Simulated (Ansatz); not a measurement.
# Ge (Fd-3m) in Ansatz: settings compared

One crystal, Ge, is run at these levels: HSE03, BPBE+D3(BJ)-ATM, RPBE+D3(BJ)-ATM; tasks: single point, electrostatic potential.

Everything below comes from runs of Ansatz 0.2.0. Logs are shortened: lines on timing, memory, paths and dates and some standing lists are left out, and cuts for length are marked.

### Step 1. The structure

It takes space group Fd-3m (No. 227, cubic). Conventional cell: a = 5.658 Å, b = 5.658 Å, c = 5.658 Å, α = 90.00°, β = 90.00°, γ = 90.00°. Ge (site symmetry -43m) is surrounded by 4 Ge at 2.45 Å.

### Step 2. Single point, HSE03

Input file input.yaml:

```yaml
crystal:
  lattice: { a: 5.65782, b: 5.65782, c: 5.65782, alpha: 90.0, beta: 90.0, gamma: 90.0 }
  space_group: 227
  setting: { origin_choice: 1 }
  reduce_to_primitive: true
  atoms:
    - { symbol: Ge, wyckoff: "8a", position: [0.25, 0.25, 0.25] }
hamiltonian:
  xc: { exchange: pbe, correlation: pbe, exx: { coeff: 0.25, omega: 0.3 } }
  pseudopotentials: { kind: nc }
kpoints:
  mp_grid: { grid: [4, 4, 4] }
scf:
  occupations: { method: gaussian, width: 0.05 }
output:
  forces: true
  stress: true
  eigenvalues: true
```

Potentials or basis: Ansatz NC.

Started as:

```
$ ansatz run input.yaml --threads 1 --pin off --max-ram 2560MiB --backend cpu --events-out ev --progress --plain --runs-dir out
```

Standard output:

```text
Warning: output.stress: scf.convergence.dr2_threshold = 1e-7 eV (the SCF's general default) is looser than the 2e-10 eV advised for a printed stress (1e-10 eV for each atom of the cell: 2). What an SCF threshold leaves in a stress goes as its square root, and in the free energy as the threshold itself, and one threshold admits the most on a small cell: of the crystals measured, under no hybrid functional and no lock of the moments, on runs that ended without the residual-converged pass, on stresses that held no estimate of that error, the worst erred by over 100 MPa in a component at 1e-7 eV an atom and by under 5 at 1e-10. Set scf.convergence.dr2_threshold to 2e-10 eV or tighter. The threshold is an SCF's pass mark: one that does not reach it within its budget of iterations ends unconverged, or closes short of it on a stop that the run arms, and scf.convergence.dr2_threshold's page says what that costs each kind of run
Warning: output.stress: scf.exx.energy_threshold = 1e-6 eV is looser than the 2e-8 eV advised for a stress under a hybrid functional (1e-8 eV for each atom of the cell: 2). Every SCF of the exchange loop can meet its threshold on dr2 while the loop round them stops early: no threshold on dr2 bounds what that leaves in the stress. Set scf.exx.energy_threshold to 2e-8 eV or tighter. The threshold is the loop's pass mark: a loop that does not reach it within its budget of cycles ends unconverged, and scf.exx.energy_threshold's page has the law
Warning: RAYON_NUM_THREADS=1 ignored (pool sized by the plan → 1); use --threads N
crystal.space_group: 227 is read as Fd-3m (origin choice 1): the typed cell holds Ge8 (Ge 8a). Least distances (Å): Ge–Ge 2.450
crystal.space_group generates its sites in this order, which a site index counts, at these fractional coordinates of the primitive cell where crystal.reduce_to_primitive is true, and else of the cell that is read (crystal.supercell repeats the list replica by replica, and crystal.defects acts on that): 0: Ge [0.250000, 0.250000, 0.250000]; 1: Ge [1.000000, 1.000000, 1.000000];
Engine: ansatz 0.2.0, aarch64-unknown-linux-gnu
Pseudopotentials: kind: nc
Pseudopotential: Ge, nc, valence charge 14, recommended cutoff 1061.244064 eV (normal), Ge.nc.azcp
Functional definition: unnamed
  parameter a_1 = 0.25
  parameter omega_1 = 0.3/angstrom
  exchange = pbe_x + (-a_1)*pbe_x_sr(omega_1) + a_1*exact_x_sr(omega_1)
  correlation = pbe_c
Crystal: 2 atoms, lattice volume = 45.278 Å³
Basis set: ecut = 1061.244064 eV, 3527 PW (Γ), exchange–correlation on 90×90×90 points (8 copies of the dense FFT grid, shifted against one another)
Bands: 18, of which v1, the nominal top of the filled ones, is band 14 counted from 1 (13 counted from 0)
Symmetry: 48 space group operations
Space group: Fd-3m (ITA 227), of the structure as read, at distance tolerance 3.6e-5 Å
k-points: 8 of 64
Non-local potential: Ge, projectors of the file, l = 0: 2, l = 1: 2, l = 2: 2
Initial density: superposition of atomic densities (chi_scale 0.1, normalization cell)
Initial wavefunctions: pseudopotential atomic-orbital guess
Functional: x = pbe(κ = 0.804, μ = 0.2195149727645171), c = pbe(β = 0.06672455060314922), warm-up for x = pbe(κ = 0.804, μ = 0.2195149727645171) + 0.25 (exact − pbe) at short range (hse, ω = 0.3 Å⁻¹), c = pbe(β = 0.06672455060314922)
SCF iter   1: F=—  HF=-4860.905251 eV  |F-HF|=—  |Δ(HF+E_count)|=         —  Δρ=3.61e-2  dr2=5.42e-1  ethr=1.00e-1  ⟨swp⟩=4.5  Hψ=460  notcnv=0
preconditioner: auto → none  [insulator: Δε(μ)=0.235 eV  Ē_g=23.341 eV  σ=0.050 eV  W_gap=0.65  n_scr=14 (ndim 8)  ℏωp=29.2 eV  f_vac=0.000  D(μ)=1.10/eV (n_scr^D=8)]
SCF iter   2: F=—  HF=-4860.837841 eV  |F-HF|=—  |Δ(HF+E_count)|=   6.74e-2  Δρ=1.61e-2  dr2=1.01e-1  ethr=1.93e-3  ⟨swp⟩=3.5  Hψ=343  notcnv=0
iter 3 solved again at ethr=1.87e-6 eV; its pass at ethr=3.61e-4 eV (dr2=5.22e-4 eV) is discarded
SCF iter   3: F=—  HF=-4860.830735 eV  |F-HF|=—  |Δ(HF+E_count)|=   7.11e-3  Δρ=2.47e-3  dr2=7.33e-4  ethr=1.87e-6  ⟨swp⟩=4.0  Hψ=762  notcnv=0
eigensolver tolerance schedule calibrated: the retry pair's looser diagonalisation under-reported the residual by θ = 0.29 (0.13/decade); ethr = c·dr2/N_el runs at the constant in force after the calibration composes with the one it found (an armed cap, an earlier calibration), c = 6.3e-2
SCF iter   4: F=—  HF=-4860.830923 eV  |F-HF|=—  |Δ(HF+E_count)|=   1.88e-4  Δρ=9.38e-4  dr2=1.77e-4  ethr=1.66e-6  ⟨swp⟩=3.0  Hψ=372  notcnv=0
SCF iter   5: F=—  HF=-4860.830835 eV  |F-HF|=—  |Δ(HF+E_count)|=   8.80e-5  Δρ=1.82e-4  dr2=5.13e-6  ethr=4.01e-7  ⟨swp⟩=3.0  Hψ=371  notcnv=0
SCF iter   6: F=—  HF=-4860.830834 eV  |F-HF|=—  |Δ(HF+E_count)|=   8.86e-7  Δρ=1.24e-5  dr2=3.87e-8  ethr=1.16e-8  ⟨swp⟩=3.2  Hψ=372  notcnv=0
SCF iter   7: F=-4860.830834 eV  HF=-4860.830834 eV  |F-HF|=5.44e-10  |Δ(HF+E_count)|=   1.16e-7  Δρ=8.12e-7  dr2=1.55e-10  ethr=8.77e-11  ⟨swp⟩=3.5  Hψ=374  notcnv=0
SCF 1 converged in 7 iterations: F = -4860.830834 eV  dr2 = 1.55e-10
Initial density: handed on by an earlier stage of this run
Initial wavefunctions: those handed on with the density
Functional: x = pbe(κ = 0.804, μ = 0.2195149727645171) + 0.25 (exact − pbe) at short range (hse, ω = 0.3 Å⁻¹), c = pbe(β = 0.06672455060314922)
Exchange kernel: α = 0.2500, screened, ω = 0.3000 Å⁻¹, Wigner–Seitz truncation, v(0) = 502.3960 eV·Å³, q-mesh 4×4×4, nearest image of the exchange supercell L = 16.00 Å, pair-density grid 27×27×27 (sized by the pseudopotential files, 36×36×36 at the most), exact exchange by density-matrix convolution
Frozen-core exchange: scaled_semilocal
iter 1 solved again at ethr=7.12e-4 eV; its pass at ethr=1.00e-1 eV (dr2=3.15e-1 eV) is discarded
SCF iter   1: F=—  HF=-4692.276853 eV  |F-HF|=—  |Δ(HF+E_count)|=         —  Δρ=4.85e-2  dr2=3.38e-1  ethr=7.12e-4  ⟨swp⟩=3.0  Hψ=656  notcnv=0
preconditioner: auto → none  [insulator: Δε(μ)=0.632 eV  Ē_g=23.797 eV  σ=0.050 eV  W_gap=1.00  n_scr=14 (ndim 8)  ℏωp=29.2 eV  f_vac=0.084  D(μ)=0.00/eV (n_scr^D=0)]
SCF iter   2: F=—  HF=-4692.121311 eV  |F-HF|=—  |Δ(HF+E_count)|=   1.56e-1  Δρ=1.62e-2  dr2=3.33e-2  ethr=7.12e-4  ⟨swp⟩=3.0  Hψ=343  notcnv=0
SCF iter   3: F=—  HF=-4692.110364 eV  |F-HF|=—  |Δ(HF+E_count)|=   1.09e-2  Δρ=2.58e-3  dr2=1.75e-3  ethr=7.52e-5  ⟨swp⟩=3.0  Hψ=413  notcnv=0
SCF iter   4: F=—  HF=-4692.109439 eV  |F-HF|=—  |Δ(HF+E_count)|=   9.26e-4  Δρ=6.97e-4  dr2=7.34e-5  ethr=3.93e-6  ⟨swp⟩=3.0  Hψ=368  notcnv=0
SCF iter   5: F=-4692.109402 eV  HF=-4692.109407 eV  |F-HF|=4.23e-6  |Δ(HF+E_count)|=   3.21e-5  Δρ=1.70e-4  dr2=4.65e-6  ethr=1.65e-7  ⟨swp⟩=3.0  Hψ=337  notcnv=0
SCF 2 stopped early in 5 iterations: F = -4692.109402 eV  dr2 = 4.65e-6
hybrid outer 1: dexx = +3.059e-2 eV, tail = 1.82e-4 eV
Exchange kernel: α = 0.2500, screened, ω = 0.3000 Å⁻¹, Wigner–Seitz truncation, v(0) = 502.3960 eV·Å³, q-mesh 4×4×4, nearest image of the exchange supercell L = 16.00 Å, pair-density grid 27×27×27 (sized by the pseudopotential files, 36×36×36 at the most), exact exchange by density-matrix convolution
Frozen-core exchange: scaled_semilocal
SCF iter   1: F=—  HF=-4692.115429 eV  |F-HF|=—  |Δ(HF+E_count)|=         —  Δρ=8.23e-4  dr2=7.35e-5  ethr=3.25e-6  ⟨swp⟩=3.0  Hψ=400  notcnv=0
preconditioner: auto → none  [insulator: Δε(μ)=0.581 eV  Ē_g=24.425 eV  σ=0.050 eV  W_gap=1.00  n_scr=14 (ndim 8)  ℏωp=29.2 eV  f_vac=0.093  D(μ)=0.00/eV (n_scr^D=0)]
SCF iter   2: F=—  HF=-4692.115393 eV  |F-HF|=—  |Δ(HF+E_count)|=   3.59e-5  Δρ=2.96e-4  dr2=7.72e-6  ethr=1.66e-7  ⟨swp⟩=3.0  Hψ=301  notcnv=0
SCF iter   3: F=—  HF=-4692.115391 eV  |F-HF|=—  |Δ(HF+E_count)|=   2.39e-6  Δρ=3.91e-5  dr2=3.98e-7  ethr=1.74e-8  ⟨swp⟩=3.4  Hψ=354  notcnv=0
SCF iter   4: F=—  HF=-4692.115391 eV  |F-HF|=—  |Δ(HF+E_count)|=   2.02e-7  Δρ=1.88e-5  dr2=5.10e-8  ethr=8.94e-10  ⟨swp⟩=3.2  Hψ=385  notcnv=0
SCF iter   5: F=-4692.115391 eV  HF=-4692.115391 eV  |F-HF|=2.22e-9  |Δ(HF+E_count)|=   2.74e-8  Δρ=4.10e-6  dr2=2.62e-9  ethr=1.15e-10  ⟨swp⟩=3.1  Hψ=366  notcnv=0
SCF 3 converged in 5 iterations: F = -4692.115391 eV  dr2 = 2.62e-9
  Residual-converged pass: ⟨swp⟩=3.0  Hψ=351  notcnv=0  max |occ|·‖R‖ = 2.3e-6 eV (tolerance 2.4e-6 eV)  dr2=2.48e-9  max |Δocc| = 4.5e-26
hybrid outer 2: dexx = +5.325e-6 eV, tail = 9.39e-8 eV, Δε = 4.90e-3 eV (about 9.71e-5 eV left of the loop's levels)
Exchange kernel: α = 0.2500, screened, ω = 0.3000 Å⁻¹, Wigner–Seitz truncation, v(0) = 502.3960 eV·Å³, q-mesh 4×4×4, nearest image of the exchange supercell L = 16.00 Å, pair-density grid 27×27×27 (sized by the pseudopotential files, 36×36×36 at the most), exact exchange by density-matrix convolution
Frozen-core exchange: scaled_semilocal
SCF iter   1: F=—  HF=-4692.115393 eV  |F-HF|=—  |Δ(HF+E_count)|=         —  Δρ=1.85e-5  dr2=3.94e-8  ethr=1.68e-9  ⟨swp⟩=3.5  Hψ=392  notcnv=0
preconditioner: auto → none  [insulator: Δε(μ)=0.579 eV  Ē_g=24.433 eV  σ=0.050 eV  W_gap=1.00  n_scr=14 (ndim 8)  ℏωp=29.2 eV  f_vac=0.093  D(μ)=0.00/eV (n_scr^D=0)]
SCF iter   2: F=-4692.115393 eV  HF=-4692.115393 eV  |F-HF|=2.37e-9  |Δ(HF+E_count)|=   1.89e-8  Δρ=6.14e-6  dr2=3.16e-9  ethr=8.89e-11  ⟨swp⟩=3.0  Hψ=338  notcnv=0
SCF 4 converged in 2 iterations: F = -4692.115393 eV  dr2 = 3.16e-9
  Residual-converged pass: ⟨swp⟩=3.1  Hψ=288  notcnv=0  max |occ|·‖R‖ = 2.1e-6 eV (tolerance 2.4e-6 eV)  dr2=3.12e-9  max |Δocc| = 3.2e-26
hybrid outer 3: dexx = +2.113e-9 eV, tail = 6.36e-9 eV, Δε = 2.08e-5 eV (about 4.97e-6 eV left of the loop's levels), ΔF = 2.13e-16 eV/Å (tail 4.58e-4)
hybrid SCF converged: 3 outer / 12 inner (+7 warm-up), last move |dexx| = 2.11e-9 eV, tail = 6.36e-9 eV
Stability not checked: this state was not tested for a lower state beside it, because the functional holds exact exchange (a hybrid, or Hartree-Fock), whose exchange loop this test does not read (fock_operator; see scf.lower_state_search)
Free energy (F): -4692.115393 eV
Frozen-core exchange: scaled_semilocal
Harris-Foulkes:  -4692.115393 eV  (|F-HF|=2.37e-9)
Internal energy: -4692.115393 eV  (E = F + TS)
E sigma→0 (E₀):  -4692.115393 eV
Fermi energy:    9.439031 eV
--- Per-component energies (eV) ---
  E_band       = -292.216721
  E_kinetic    = 3592.208729
  E_local      = -4227.385254  (includes V_loc(G=0)·N_el)
  E_nonlocal   = -1844.076114
  E_hartree    = 1488.523140
  E_xc         = -928.651707
  E_vxc        = -618.814092  (∫ρ·V_xc dr)
  E_exx        = -85.599481  (= α·E_x^exact, valence–valence)
  E_ewald      = -2687.134708
  E_smearing   = -0.000000  (= −TS)
  E_closure    = 0.000001  (closes the sum)
  Σ components = -4692.115393   (vs F -4692.115393, Δ=0.00e0)
--- Forces (eV/Å), atoms counted from 1 ---
  atom   1  Ge     0.00000000     0.00000000    -0.00000000
  atom   2  Ge    -0.00000000    -0.00000000    -0.00000000
  max |Σ_I F_I| component: 7.40e-17 eV/Å
--- Stress (GPa, compression-positive) ---
       -1.769191       0.000000      -0.000000
        0.000000      -1.769191      -0.000000
       -0.000000      -0.000000      -1.769191
  P = ⅓ Tr σ = -1.7692 GPa (-17.692 kbar)
--- Band table (eV; the first three rows and the last of 8) ---
  k-point 0: bands = ["-16.0321", "-16.0321", "-16.0321", "-15.9904", "-15.9904", "-15.7312", "-15.7312", "-15.7312", "-15.7026", "-15.7026", "-4.7094", "9.1470", "9.1470", "9.1470", "9.7264", "12.3037", "12.3037", "12.3037"]
  k-point 1: bands = ["-16.0555", "-16.0555", "-16.0228", "-15.9537", "-15.9537", "-15.7567", "-15.7567", "-15.7430", "-15.6834", "-15.6834", "-3.8923", "4.1944", "8.2177", "8.2177", "10.3711", "13.4486", "13.4486", "15.4983"]
  k-point 2: bands = ["-16.0628", "-16.0628", "-16.0133", "-15.9380", "-15.9380", "-15.7642", "-15.7642", "-15.7552", "-15.6773", "-15.6773", "-2.4060", "1.0105", "7.6383", "7.6383", "9.8759", "13.6197", "13.6197", "17.1142"]
  k-point 7: bands = ["-16.0921", "-16.0921", "-15.9195", "-15.9195", "-15.8546", "-15.8546", "-15.8135", "-15.8135", "-15.6429", "-15.6429", "-0.3155", "-0.3155", "5.0444", "5.0444", "14.1982", "14.1982", "14.6105", "14.6105"]
```

It took 54 s on 1 thread of Arm Neoverse V2, shared host; peak memory 1.2 GiB.

What came out:

* Free energy: -4692.1154 eV
* Pressure: -1.8 GPa
* Band gap on the k mesh: 0.58 eV, direct

Caveat: the k mesh is coarse (spacing up to 0.48 Å⁻¹), so the values aren't converged, least of all with exact exchange; the potentials were made for another functional, which shifts forces and pressure; the thresholds are loose for stress.

(Continued in part 2 of 2.)
